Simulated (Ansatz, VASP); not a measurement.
## InP in two plane-wave programs

One calculation is typed for both programs; each brings its own data sets and cutoff. How far apart do they land?

Program: Ansatz 0.2.0. Level of theory: plane waves, with VASP 6.6.1 beside it; relaxation of cell and atoms at LDA. Results are calculated unless marked as measured.

The database entry behind the starting cell differs from later determinations by our own check (0.1 to 0.3 % short, probably kX units), so it need not match the best structure at ambient conditions.

**1. Set-up**

The structure is cubic, space group F-43m (No. 216). The conventional cell has a = 5.861 Å, b = 5.861 Å, c = 5.861 Å, α = 90.00°, β = 90.00°, γ = 90.00°. Nearest to In lie 4 P at 2.54 Å. P has 4 In at 2.54 Å nearest. Farther neighbours are not listed.

**2. VASP: relaxation of cell and atoms, LDA**

The relaxed volume is the usual yardstick between codes: its relative difference is about their pressure difference at one cell divided by the bulk modulus.

Lines of VASP's logs that name or quote its potential files are left out, and so is its time.

Input file INCAR:

```
SYSTEM = InP
PREC = Accurate
ENCUT = 520
EDIFF = 1E-06
NELM = 100
ISMEAR = -1
SIGMA = 0.05
LREAL = .FALSE.
ALGO = Normal
GGA = CA
NBANDS = 15
LORBIT = 11
LWAVE = .FALSE.
LCHARG = .FALSE.
KPAR = 2
IBRION = 2
NSW = 60
ISIF = 3
EDIFFG = -0.01
```

Input file POSCAR:

```
InP
1.0
    0.0000000000      2.9305000000      2.9305000000
    2.9305000000      0.0000000000      2.9305000000
    2.9305000000      2.9305000000      0.0000000000
In P
1 1
Direct
    0.0000000000      0.0000000000      0.0000000000
    0.2500000000      0.2500000000      0.2500000000
```

Input file KPOINTS:

```
Automatic mesh
0
Gamma
7 7 7
0 0 0
```

PAW data sets: In_d and P (PBE family, release 64).

The run is started by

```console
$ mpirun -np 2 vasp_std
```

Numbers of over 12 decimals in the logs are rounded to 6 here.

The program printed:

```text
[banner, memory and clock lines left out]
running    2 mpi-ranks, on    1 nodes
 distrk:  each k-point on    1 cores,    2 groups
 distr:  one band on    1 cores,    1 groups

 POSCAR found type information on POSCAR InP
 POSCAR found :  2 types and       2 ions
|                                                                             |
|               ----> ADVICE to this user running VASP <----                  |
|                                                                             |
|     You enforced a specific xc type in the INCAR file but a different       |
|     [... a line on the potential file left out ...]
|     I HOPE YOU KNOW WHAT YOU ARE DOING!                                     |
|                                                                             |

 LDA part: xc-table for (Slater(with rela. corr.)+CA(PZ))
 , standard interpolation
 POSCAR, INCAR and KPOINTS ok, starting setup
 FFT: planning ... GRIDC
 FFT: planning ... GRID_SOFT
 FFT: planning ... GRID
 WAVECAR not read
 entering main loop
       N       E                     dE             d eps       ncg     rms          rms(c)
DAV:   1     0.113411622841E+03    0.11341E+03   -0.86372E+03   600   0.133E+03
DAV:   2    -0.244014019170E+01   -0.11585E+03   -0.11092E+03   649   0.305E+02
DAV:   3    -0.996905122075E+01   -0.75289E+01   -0.74852E+01   817   0.798E+01
DAV:   4    -0.101695778800E+02   -0.20053E+00   -0.20047E+00   732   0.141E+01
DAV:   5    -0.101769586269E+02   -0.73807E-02   -0.73806E-02   949   0.227E+00    0.542E+00
DAV:   6    -0.975638413250E+01    0.42057E+00   -0.71293E-01   942   0.165E+01    0.298E+00
DAV:   7    -0.971798423571E+01    0.38400E-01   -0.15105E-01   828   0.385E+00    0.953E-01
DAV:   8    -0.971286435256E+01    0.51199E-02   -0.14632E-02   786   0.140E+00    0.436E-01
DAV:   9    -0.971254684703E+01    0.31751E-03   -0.16560E-03   817   0.492E-01    0.170E-01
DAV:  10    -0.971254811345E+01   -0.12664E-05   -0.16930E-04   812   0.956E-02    0.112E-01
DAV:  11    -0.971255313845E+01   -0.50250E-05   -0.19888E-05   862   0.627E-02    0.540E-02
DAV:  12    -0.971255220758E+01    0.93087E-06   -0.33177E-06   789   0.233E-02
   1 F= -.97125522E+01 E0= -.97125327E+01  d E =-.971255E+01
 curvature:   0.00 expect dE= 0.000E+00 dE for cont linesearch  0.000E+00
 trial: gam= 0.00000 g(F)=  0.745E-48 g(S)=  0.767E-02 ort = 0.000E+00 (trialstep = 0.100E+01)
 search vector abs. value=  0.767E-02
 bond charge predicted
       N       E                     dE             d eps       ncg     rms          rms(c)
DAV:   1    -0.980811361159E+01   -0.95560E-01   -0.20928E+00   747   0.287E+01    0.210E+00
DAV:   2    -0.972673082874E+01    0.81383E-01   -0.16403E-01   754   0.102E+01    0.672E-01
DAV:   3    -0.971449351437E+01    0.12237E-01   -0.32648E-02   782   0.403E+00    0.449E-01
DAV:   4    -0.971442578615E+01    0.67728E-04   -0.19521E-03   621   0.409E-01    0.327E-01
DAV:   5    -0.971412862227E+01    0.29716E-03   -0.19058E-04   826   0.151E-01    0.121E-01
DAV:   6    -0.971410375510E+01    0.24867E-04   -0.52688E-05   942   0.954E-02    0.267E-02
DAV:   7    -0.971410353380E+01    0.22129E-06   -0.63911E-06   701   0.296E-02
   2 F= -.97141035E+01 E0= -.97140970E+01  d E =-.155133E-02
 trial-energy change:   -0.001551  1 .order   -0.001620   -0.007672    0.004432
 step:   0.6259(harm=  0.6339)  dis= 0.00000  next Energy=    -9.714936 (dE=-0.238E-02)
 bond charge predicted
       N       E                     dE             d eps       ncg     rms          rms(c)
DAV:   1    -0.972795605297E+01   -0.13852E-01   -0.30228E-01   754   0.113E+01    0.751E-01
DAV:   2    -0.971681373300E+01    0.11142E-01   -0.21941E-02   754   0.353E+00    0.257E-01
DAV:   3    -0.971501163957E+01    0.18021E-02   -0.50782E-03   782   0.157E+00    0.160E-01
DAV:   4    -0.971501377005E+01   -0.21305E-05   -0.30359E-04   628   0.162E-01    0.124E-01
DAV:   5    -0.971496761106E+01    0.46159E-04   -0.28002E-05   746   0.563E-02    0.539E-02
DAV:   6    -0.971496111048E+01    0.65006E-05   -0.94194E-06   907   0.365E-02    0.108E-02
DAV:   7    -0.971496105769E+01    0.52789E-07   -0.10165E-06   433   0.165E-02
   3 F= -.97149611E+01 E0= -.97149512E+01  d E =-.240885E-02
 curvature:  -0.32 expect dE=-0.537E-06 dE for cont linesearch -0.537E-06
 trial: gam= 0.00000 g(F)=  0.324E-48 g(S)=  0.169E-05 ort =-0.114E-03 (trialstep = 0.925E+00)
 search vector abs. value=  0.169E-05
 reached required accuracy - stopping structural energy minimisation
```

OUTCAR, selected parts (step 2):

```text
ion  position               nearest neighbor table
   1  0.000  0.000  0.000-   2 2.54   2 2.54   2 2.54   2 2.54
   2  0.250  0.250  0.250-   1 2.54   1 2.54   1 2.54   1 2.54

  LATTYP: Found a face centered cubic cell.
 ALAT       =     5.8610000000

 Subroutine GETGRP returns: Found 24 space group operations
 (whereof 24 operations were pure point group operations)

The static configuration has the point symmetry T_d .

 Found     20 irreducible k-points:

   k-points           NKPTS =     20   k-points in BZ     NKDIM =     20   number of bands    NBANDS=     15

   dimension x,y,z NGX =    32 NGY =   32 NGZ =   32
   dimension x,y,z NGXF=    64 NGYF=   64 NGZF=   64

   ENCUT  =  520.0 eV  38.22 Ry    6.18 a.u.   7.71  7.71  7.71*2*pi/ulx,y,z

   NELECT =      18.0000    total number of electrons

 k-points in reciprocal lattice and weights: Automatic mesh
   0.00000000  0.00000000  0.00000000       0.003
   0.14285714  0.00000000  0.00000000       0.023
   0.28571429  0.00000000  0.00000000       0.023
   0.42857143  0.00000000  0.00000000       0.023
   0.14285714  0.14285714  0.00000000       0.017
   0.28571429  0.14285714  0.00000000       0.070
   0.42857143  0.14285714  0.00000000       0.070
  -0.42857143  0.14285714  0.00000000       0.070
  -0.28571429  0.14285714  0.00000000       0.070
[...]
-0.42857143  0.42857143  0.14285714       0.070
  -0.28571429  0.42857143  0.14285714       0.070

 average (electrostatic) potential at core
       1 -95.3668       2 -82.5561

 E-fermi :   5.4482

 k-point     1 :       0.0000    0.0000    0.0000
  band No.  band energies     occupation
    ...
      5      -8.8979      2.00000
      6      -6.5331      2.00000
      7       5.1246      1.99691
      8       5.1246      1.99691
      9       5.1246      1.99691
     10       5.7146      0.00966
     11       9.0947      0.00000
     12       9.0947      0.00000
     13       9.0947      0.00000
     14      13.4655      0.00000
    ...

 k-point     2 :       0.1429    0.0000    0.0000
  band No.  band energies     occupation
    ...
      5      -8.8977      2.00000
      6      -6.2927      2.00000
      7       3.2404      2.00000
      8       4.8759      1.99998
      9       4.8759      1.99998
     10       6.7563      0.00000
     11       9.3443      0.00000
     12       9.4538      0.00000
     13       9.4538      0.00000
     14      13.8349      0.00000
    ...

 k-point     3 :       0.2857    0.0000    0.0000
  band No.  band energies     occupation
    ...
      5      -8.8935      2.00000
      6      -5.6369      2.00000
      7       1.0565      2.00000
      8       4.4333      2.00000
      9       4.4333      2.00000
     10       6.7301      0.00000
     11       9.8761      0.00000
     12       9.8761      0.00000
     13      10.7510      0.00000
     14      13.8515      0.00000
    ...

  Total        0.0048390      0.0048390      0.0048390      0.0000000      0.0000000     -0.0000000
  in kB        0.1563251      0.1563251      0.1563251      0.0000000      0.0000000     -0.0000000
  external PRESSURE =       0.1563251 kB  Pullay stress =       0.0000000 kB

  energy-cutoff  :      520.00
  volume of cell :       49.59
      direct lattice vectors                 reciprocal lattice vectors
     0.000000000  2.916094745  2.916094745    -0.171462193  0.171462193  0.171462193
     2.916094745 -0.000000000  2.916094745     0.171462193 -0.171462193  0.171462193
     2.916094745  2.916094745  0.000000000     0.171462193  0.171462193 -0.171462193

 POSITION                                       TOTAL-FORCE (eV/Angst)
 -----------------------------------------------------------------------------------
      0.00000      0.00000      0.00000         0.000000      0.000000     -0.000000
      1.45805      1.45805      1.45805        -0.000000     -0.000000      0.000000
 -----------------------------------------------------------------------------------
    total drift:                                0.000000      0.000000      0.000000

  FREE ENERGIE OF THE ION-ELECTRON SYSTEM (eV)
  ---------------------------------------------------
  free  energy   TOTEN  =        -9.7149610577 eV

  energy  without entropy=       -9.7149413287  energy(sigma->0) =       -9.71495119

 reached required accuracy - stopping structural energy minimisation

 total charge
# of ion       s       p       d       tot
------------------------------------------
    1        0.840   0.802   9.907  11.548
    2        1.025   1.480   0.000   2.505
--------------------------------------------------
tot          1.865   2.282   9.907  14.053

[... 3 further parts left out ...]
```

CONTCAR:

```
InP
   1.00000000000000
     0.0000000000000000    2.9160947454871815    2.9160947454871815
     2.9160947454871815   -0.0000000000000000    2.9160947454871815
     2.9160947454871815    2.9160947454871815    0.0000000000000000
  In              P
     1     1
Direct
     0.0000000000000000    0.0000000000000000    0.0000000000000000
     0.2500000000000000    0.2500000000000000    0.2500000000000000
```

**3. Ansatz: relaxation of cell and atoms, LDA**

Ansatz runs on its default PAW (the set named soft_2) files.

The same cell, functional (in two slightly different forms), mesh and smearing now go to Ansatz, which takes its cutoff from its data sets.

Input file input.yaml:

```yaml
crystal:
  lattice:
    - [0.0, 2.9305, 2.9305]
    - [2.9305, 0.0, 2.9305]
    - [2.9305, 2.9305, 0.0]
  atoms:
    - { symbol: In, position: [0.0, 0.0, 0.0] }
    - { symbol: P, position: [0.25, 0.25, 0.25] }
hamiltonian:
  xc: lda
  pseudopotentials: { kind: paw }
kpoints:
  mp_grid: { grid: [7, 7, 7] }
scf:
  occupations: { method: fermi_dirac, width: 0.05 }
relax:
  f_tol: 0.01
  max_steps: 60
  cell: { stress_tol: 0.05 }
output:
  forces: true
  stress: true
```

The run is started by

```console
$ ansatz run input.yaml --threads 4 --pin off --max-ram 9216MiB --backend cpu --events-out ev --progress --plain --runs-dir out
```

The program printed:

```text
Engine: ansatz 0.2.0, x86_64-unknown-linux-gnu
Pseudopotentials: kind: paw
Pseudopotential: In, paw, valence charge 13, recommended cutoff 420 eV (normal), In.paw.azcp
Pseudopotential: P, paw, valence charge 5, recommended cutoff 420 eV (normal), P.paw.azcp
Functional definition: SPW92
  exchange = slater_x
  correlation = pw_c
Crystal: 2 atoms, lattice volume = 50.333 Å³
Basis set: ecut = 420 eV, 941 PW (Γ)
Bands: 13, of which v1, the nominal top of the filled ones, is band 9 counted from 1 (8 counted from 0)
Symmetry: 24 space group operations
Space group: F-43m (ITA 216), of the structure as read, at distance tolerance 3.7e-5 Å
k-points: 20 of 343 (time reversal used)
Non-local potential: In, projectors of the file, l = 0: 2, l = 1: 2, l = 2: 2, l = 3: 2
Non-local potential: P, projectors of the file, l = 0: 2, l = 1: 2, l = 2: 2
PAW form: soft (Blöchl's): semilocal exchange-correlation on the pseudo side does not see the compensation charge
PAW frozen core: In, regenerated for the run's functional, and the local potential with it (the file was generated under x = pbe(κ = 0.804, μ = 0.219515), c = pbe(β = 0.066725))
PAW frozen core: P, regenerated for the run's functional, and the local potential with it (the file was generated under x = pbe(κ = 0.804, μ = 0.219515), c = pbe(β = 0.066725))
PAW one-centre angular grid: In, 590 points (default); XC on 64 Gauss nodes
PAW one-centre angular grid: P, 110 points (default); XC on 64 Gauss nodes
Initial density: superposition of atomic densities (neutral atoms: chi_scale 0, normalization atom), corrected by the library's trained network
Initial wavefunctions: pseudopotential atomic-orbital guess
Functional: x = slater, c = lda
SCF iter   1: F=—  HF=-6183.556277 eV  |F-HF|=—  |Δ(HF+E_count)|=         —  Δρ=8.08e-3  dr2=3.47e-2  ethr=1.77e-3  ⟨swp⟩=6.3  Hψ=1775  notcnv=0
preconditioner: auto → none  [insulator: Δε(μ)=0.419 eV  Ē_g=14.575 eV  σ=0.050 eV  W_gap=0.97  n_scr=14 (ndim 8)  ℏωp=22.2 eV  f_vac=0.021  D(μ)=0.01/eV (n_scr^D=0)  ε∞_Penn≈3.3]
SCF iter   2: F=—  HF=-6183.544354 eV  |F-HF|=—  |Δ(HF+E_count)|=   1.19e-2  Δρ=2.72e-3  dr2=2.11e-3  ethr=1.93e-4  ⟨swp⟩=2.9  Hψ=568  notcnv=0
SCF iter   3: F=—  HF=-6183.543823 eV  |F-HF|=—  |Δ(HF+E_count)|=   5.31e-4  Δρ=8.41e-4  dr2=3.73e-4  ethr=1.17e-5  ⟨swp⟩=2.0  Hψ=473  notcnv=0
SCF iter   4: F=—  HF=-6183.543730 eV  |F-HF|=—  |Δ(HF+E_count)|=   9.25e-5  Δρ=2.79e-4  dr2=2.37e-5  ethr=2.07e-6  ⟨swp⟩=2.9  Hψ=451  notcnv=0
SCF iter   5: F=—  HF=-6183.543725 eV  |F-HF|=—  |Δ(HF+E_count)|=   5.16e-6  Δρ=2.04e-5  dr2=2.05e-7  ethr=1.32e-7  ⟨swp⟩=2.2  Hψ=355  notcnv=0
SCF iter   6: F=-6183.543725 eV  HF=-6183.543725 eV  |F-HF|=1.94e-9  |Δ(HF+E_count)|=   7.55e-9  Δρ=3.02e-6  dr2=3.51e-9  ethr=5.56e-10  ⟨swp⟩=5.0  Hψ=927  notcnv=0
SCF 1 converged in 6 iterations: F = -6183.543725 eV  dr2 = 3.51e-9
  greatest PAW one-centre occupation: 0.982 electrons in one spin orbital (limit 2), on the In atom at site 0 (counted from 0), in its partial waves of l = 2
relax step   1: F+E_penalty+E_count = -6183.54372490 eV  Δ(F+E_penalty+E_count) = +0.000e0 eV  max|allowed force component| = 2.405e-16 eV/Å  Δτ_max = 0.0000 Å  P = -1.211 GPa  Ω = 50.333 Å³  (6 SCF iters, dr2 threshold 1.00e-7 eV, accepted)
[...]
relax step   2: F+E_penalty+E_count = -6183.54725663 eV  Δ(F+E_penalty+E_count) = -3.532e-3 eV  max|allowed force component| = 8.327e-17 eV/Å  Δτ_max = 0.0000 Å  P = +0.198 GPa  Ω = 49.316 Å³  energy of the carried Pulay correction = +2.294e-4 eV  (5 SCF iters, dr2 threshold 2.00e-7 eV, accepted)
[...]
relax step   3: F+E_penalty+E_count = -6183.54730862 eV  Δ(F+E_penalty+E_count) = -5.198e-5 eV  max|allowed force component| = 7.401e-17 eV/Å  Δτ_max = 0.0000 Å  P = -0.007 GPa  Ω = 49.457 Å³  energy of the carried Pulay correction = +1.974e-4 eV  (4 SCF iters, dr2 threshold 9.84e-8 eV, accepted)
[...]
relax step   4: F+E_penalty+E_count = -6183.54712649 eV  Δ(F+E_penalty+E_count) = +1.821e-4 eV  max|allowed force component| = 4.626e-17 eV/Å  Δτ_max = 0.0000 Å  P = -0.008 GPa  Ω = 49.457 Å³  stress off target by 8.50e-3 GPa  SCF on the basis re-selected at this cell (its energy is not comparable with the rows above)  (5 SCF iters)
basis re-selected at this cell: Δ(F+E_penalty+E_count) = +1.821e-4 eV, ΔP = -0.002 GPa vs the last step (what re-selecting the basis moved, of the pressure what is left beyond the Pulay correction that the steps carried, after the strain that the cell walked since its last selection, with what the two solves' SCF thresholds leave and, on support functions, any second-order correction that the steps lacked; it is no m [...]
SCF converged after 5 iterations
Free energy (F): -6183.547126 eV
Harris-Foulkes:  -6183.547126 eV  (|F-HF|=1.00e-11)
Internal energy: -6183.547104 eV  (E = F + TS)
E sigma→0 (E₀):  -6183.547115 eV
Entropy (-TS):   -0.000022 eV (-0.011 meV/atom)
Fermi energy:    7.287278 eV
--- Per-component energies (eV) ---
  E_band       = -53.661819
  E_kinetic    = 314.970980
  E_local      = -1392.188885  (includes V_loc(G=0)·N_el)
  E_nonlocal   = 405.768034
  E_hartree    = 546.362041
  E_xc         = -274.598105
  E_vxc        = -161.882594  (∫ρ·V_xc dr)
  E_paw        = -4556.385017  (= ΣΔE_a)
  E_vpaw       = -313.053543  (= ΣTr[D̂ρ^β])
  E_aug_tail   = 0.000029  (compensation charges beyond the density's cutoff)
  E_ewald      = -1227.878069
  E_core_change = 0.401888  (= ΣΔE_core)
  E_smearing   = -0.000022  (= −TS)
  E_closure    = 0.000000  (closes the sum)
  Σ components = -6183.547126   (vs F -6183.547126, Δ=0.00e0)
--- Forces (eV/Å), atoms counted from 1 ---
  atom   1  In     0.00000000     0.00000000    -0.00000000
  atom   2  P     -0.00000000    -0.00000000     0.00000000
  max |Σ_I F_I| component: 2.31e-17 eV/Å
--- Stress (GPa, compression-positive) ---
       -0.008498      -0.000000       0.000000
       -0.000000      -0.008498       0.000000
       -0.000000       0.000000      -0.008498
  P = ⅓ Tr σ = -0.0085 GPa (-0.085 kbar)
--- Relaxed structure (3 steps of the walk, 3 accepted, 1 SCFs on fresh bases) ---
  F+E_penalty+E_count = -6183.54712649 eV   max|allowed force component| = 4.626e-17 eV/Å   (the final SCF, on the basis selected at the relaxed cell)
  cell:  # Å, volume = 49.4567 Å³
    - [0, 2.913388, 2.913388]
    - [2.913388, 0, 2.913388]
    - [2.913388, 2.913388, 0]
  atoms:
    - { symbol: In, position: [0, 0, 0] }
    - { symbol: P, position: [0.25, 0.25, 0.25] }
```

Run time: 5.3 s. Hardware: 4 threads of AMD EPYC 9R14 (Zen 4), shared host; peak memory 0.44 GiB.

**4. Side by side**

Known differences besides the potentials themselves: the two LDA forms differ slightly; both relaxations stop at a tolerance, which leaves soft axes loose, and VASP keeps its plane-wave basis; the cutoff is 420 eV in Ansatz and 520 eV in VASP; Ansatz makes its cores anew for this functional, VASP keeps those of its PBE data sets; VASP's log shows a relativistic correction to its local exchange, Ansatz's none; Ansatz adds a Pulay correction to the stress that steers its cell, VASP none. Total energies have different zeros and are not compared.

Compared:

```csv
quantity,Ansatz,VASP,difference
volume (Å³),49.46,49.59,-0.28 %
"edge a after relaxation, in the typed setting (Å)",4.120,4.124,-0.09 %
```

The walks stopped with -0.01 GPa left in Ansatz and 0.02 GPa in VASP; each walk ends within a tolerance, so the volume difference is uncertain by about these residues over the bulk modulus, most in soft cells.

**5. Summary of results**

```
difference in volume (relaxation of cell and atoms, LDA) : -0.28 %
```

What this shows: The difference in volume is -0.28 % (relaxation of cell and atoms, LDA), within the 1.2 % picked in this series as the mark of a large difference, as far as the stopping tolerances let one tell. How closely two codes agree says nothing of how well the functional describes the real material.

[Lines on the potential files, build, host, timing and source positions are cut from VASP's logs without a mark.]

[Logs are printed without paths, hosts, clocks, repeated set-up lines and the standing remarks that a program may print on its own settings, such as how far it seeks lower states.]

[Hosts, paths, dates, database ids (printed as entryN), source tags and the programs' standing remarks are cut or masked in the printed files.]
